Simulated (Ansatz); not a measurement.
The following input was run with Ansatz 0.2.0.

```yaml
crystal:
  lattice:
    - [4.227497248, 0.0, 0.0]
    - [-2.113748624, 3.6611200112, 0.0]
    - [0.0, 0.0, 5.5473144763]
  atoms:
    - { symbol: Sb, position: [0.3333333333, 0.6666666667, 0.25] }
    - { symbol: Sb, position: [0.6666666667, 0.3333333333, 0.75] }
    - { symbol: Pt, position: [0.0, 0.0, 0.0] }
    - { symbol: Pt, position: [0.0, 0.0, 0.5] }
basis:
  ecutwfc: 420
kpoints:
  mp_grid: { grid: [12, 12, 8] }
  band_path:
    path:
      - [[0.0, 0.0, 0.0], [0.5, 0.0, 0.0], [0.33333333, 0.33333333, 0.0], [0.0, 0.0, 0.0], [0.0, 0.0, 0.5], [0.5, 0.0, 0.5], [0.33333333, 0.33333333, 0.5], [0.0, 0.0, 0.5]]
      - [[0.5, 0.0, 0.5], [0.5, 0.0, 0.0]]
      - [[0.33333333, 0.33333333, 0.5], [0.33333333, 0.33333333, 0.0]]
    npoints: 14
hamiltonian:
  xc: lda
scf:
  occupations: { method: gaussian, width: 0.1 }
  n_extra_bands: 10
output:
  forces: true
  stress: true
  eigenvalues: true
  populations: true
  dos: { projected: true, de: 0.02, nscf_kmesh: { grid: [18, 18, 12] } }
  bader: true
  write_density: true
  write_potential: true
  elf: true
  volumetric_format: npy
```

Command:
```bash
ansatz run input.yaml --threads 1 --pin off --max-ram 2560MiB --backend cpu --events-out ev --progress --plain --runs-dir out
```

Level of theory: DFT LDA, scalar-relativistic, plane waves, PAW in Ansatz.

Abridged output:

```
scf.n_extra_bands = 10 over 33 filled bands (N_el = 66.0): the run solves 43 bands
Pseudopotentials: kind: paw
Pseudopotential: Sb, paw, valence charge 15, recommended cutoff 420 eV (normal)
Pseudopotential: Pt, paw, valence charge 18, recommended cutoff 420 eV (normal)
Functional definition: SPW92
Crystal: 4 atoms, lattice volume = 85.858 Å³
Basis set: ecut = 420 eV, 1657 PW (Γ)
Bands: 43, of which v1, the nominal top of the filled ones, is band 33 counted from 1 (32 counted from 0)
Symmetry: 24 space group operations
Space group: P63/mmc (ITA 194), of the structure as read, at distance tolerance 4.4e-5 Å
k-points: 95 of 1152
Initial density: superposition of atomic densities (neutral atoms: chi_scale 0, normalization atom), corrected by the library's trained network
Initial wavefunctions: pseudopotential atomic-orbital guess
Functional: x = slater, c = lda
SCF iter   1: F=—  HF=-37163.147835 eV  |F-HF|=—  |Δ(HF+E_count)|=         —  Δρ=7.80e-3  dr2=2.52e-2  ethr=1.77e-3  ⟨swp⟩=6.4  Hψ=16540  notcnv=0  defer=130
SCF iter   2: F=—  HF=-37163.142956 eV  |F-HF|=—  |Δ(HF+E_count)|=   4.88e-3  Δρ=2.29e-3  dr2=3.72e-3  ethr=3.81e-5  ⟨swp⟩=2.3  Hψ=7092  notcnv=0  defer=167
SCF iter   3: F=—  HF=-37163.140997 eV  |F-HF|=—  |Δ(HF+E_count)|=   1.96e-3  Δρ=7.22e-4  dr2=2.67e-4  ethr=5.64e-6  ⟨swp⟩=2.0  Hψ=6051  notcnv=0  defer=167
SCF iter   4: F=—  HF=-37163.140858 eV  |F-HF|=—  |Δ(HF+E_count)|=   1.40e-4  Δρ=1.03e-4  dr2=4.41e-6  ethr=4.04e-7  ⟨swp⟩=2.0  Hψ=6403  notcnv=0  defer=167
SCF iter   5: F=—  HF=-37163.140857 eV  |F-HF|=—  |Δ(HF+E_count)|=   9.41e-7  Δρ=2.65e-5  dr2=5.46e-7  ethr=6.69e-9  ⟨swp⟩=2.1  Hψ=6186  notcnv=0  defer=167
SCF iter   6: F=-37163.140857 eV  HF=-37163.140857 eV  |F-HF|=1.53e-9  |Δ(HF+E_count)|=   1.42e-7  Δρ=3.75e-6  dr2=9.49e-9  ethr=1.52e-10  ⟨swp⟩=14.1  Hψ=29797  notcnv=0
SCF 1 converged in 6 iterations: F = -37163.140857 eV  dr2 = 9.49e-9
SCF converged after 6 iterations
Free energy (F): -37163.140857 eV
Harris-Foulkes:  -37163.140857 eV  (|F-HF|=1.53e-9)
Internal energy: -37163.130238 eV  (E = F + TS)
E sigma→0 (E₀):  -37163.135547 eV
Entropy (-TS):   -0.010619 eV (-2.655 meV/atom)
Fermi energy:    15.112905 eV
--- Per-component energies (eV) ---
  E_band       = -749.571468
  E_kinetic    = 1695.924918
  E_local      = -6943.382162  (includes V_loc(G=0)·N_el)
  E_nonlocal   = 1148.977614
  E_hartree    = 2868.188472
  E_xc         = -797.395045
  E_vxc        = -801.405514  (∫ρ·V_xc dr)
  E_paw        = -27211.737853  (= ΣΔE_a)
  E_vpaw       = -1586.063113  (= ΣTr[D̂ρ^β])
  E_aug_tail   = 0.000344  (compensation charges beyond the density's cutoff)
  E_ewald      = -7925.751912
  E_core_change = 2.045386  (= ΣΔE_core)
  E_smearing   = -0.010619  (= −TS)
--- Forces (eV/Å), atoms counted from 1 ---
  atom   1  Sb     0.00000000     0.00000000     0.00000000
  atom   2  Sb     0.00000000     0.00000000     0.00000000
  atom   3  Pt     0.00000000     0.00000000     0.00000000
  atom   4  Pt     0.00000000     0.00000000     0.00000000
--- Stress (GPa, compression-positive) ---
       -7.487392       0.000000       0.000000
        0.000000      -7.487392       0.000000
        0.000000       0.000000      -8.599031
  P = ⅓ Tr σ = -7.8579 GPa (-78.579 kbar)
--- Band table (eV; the first three rows and the last of 95) ---
  k-point 0: bands = ["-83.5515", "-83.5403", "-37.8796", "-37.6670", "-37.6670", "-37.6429", "-37.6429", "-37.6267", "-14.1630", "-14.1630", "-14.1527", "-14.1527", "-14.1483", "-14.1483", "-14.1425", "-14.1380", "-14.1328", "-14.1328", "2.6882", "6.2588", "8.6187", "9.5467", "9.5467", "9.6042", "11.0377", "11.0377", "11.8513", "11.8513", "13.1952", "13.1952", "15.0643", "15.0643", "15.8890", "17.3568", "17.5663", "18.1715", "18.4820", "18.4820", "20.4962", "20.4962", "23.0169", "23.0169", "23.1913"]
  k-point 1: bands = ["-83.5510", "-83.5407", "-37.8702", "-37.6661", "-37.6661", "-37.6438", "-37.6438", "-37.6365", "-14.1623", "-14.1623", "-14.1530", "-14.1530", "-14.1480", "-14.1480", "-14.1423", "-14.1381", "-14.1336", "-14.1336", "2.7662", "5.9056", "9.0298", "9.6105", "9.6105", "9.7191", "11.0898", "11.0898", "11.7276", "11.7276", "12.9874", "12.9874", "15.3560", "15.3560", "15.4291", "16.6440", "17.9458", "18.4201", "18.4201", "18.7485", "20.5476", "20.5476", "22.5281", "22.7816", "22.7816"]
  k-point 2: bands = ["-83.5498", "-83.5419", "-37.8431", "-37.6643", "-37.6635", "-37.6635", "-37.6464", "-37.6464", "-14.1606", "-14.1606", "-14.1536", "-14.1536", "-14.1469", "-14.1469", "-14.1418", "-14.1385", "-14.1358", "-14.1358", "2.9978", "5.2178", "9.7984", "9.7984", "9.8586", "10.0462", "11.2429", "11.2429", "11.3940", "11.3940", "12.5868", "12.5868", "14.5782", "15.5888", "15.9832", "15.9832", "18.2226", "18.2226", "18.6623", "19.4278", "20.6946", "20.6946", "21.7394", "22.2605", "22.2605"]
  k-point 94: bands = ["-83.5458", "-83.5458", "-37.7540", "-37.7540", "-37.6562", "-37.6562", "-37.6559", "-37.6559", "-14.1537", "-14.1537", "-14.1500", "-14.1500", "-14.1477", "-14.1477", "-14.1465", "-14.1465", "-14.1311", "-14.1311", "5.1772", "5.1772", "9.5932", "9.5932", "9.6111", "9.6111", "10.8681", "10.8681", "11.7273", "11.7273", "11.9735", "11.9735", "13.0741", "13.0741", "13.5259", "13.5259", "19.1360", "19.1360", "20.4818", "20.4818", "21.2781", "21.2781", "23.8724", "23.8724", "24.0070"]
--- Löwdin populations: 4 sites ---
  site symbol q [e]
     0     Sb     14.9580
     1     Sb     14.9580
     2     Pt     17.8766
     3     Pt     17.8766
  spilling = 0.005013 (of n_electrons = 66.000000)
--- Bader charges: 4 sites ---
  site symbol charge [e]  shift [e]
     0     Sb      0.6846     0.0000
     1     Sb      0.6846     0.0000
     2     Pt     -0.6846     0.0000
     3     Pt     -0.6846     0.0000
  estimated error of the sums over rays = 4.2e-4 e
```

Self-consistency was reached.

Time: 63 s on 1 thread of Intel(R) Xeon(R) Platinum 8488C (Sapphire Rapids), with other jobs on the host, peak memory 0.85 GiB.

Spin-orbit coupling is left out, which matters for the bands of heavy elements.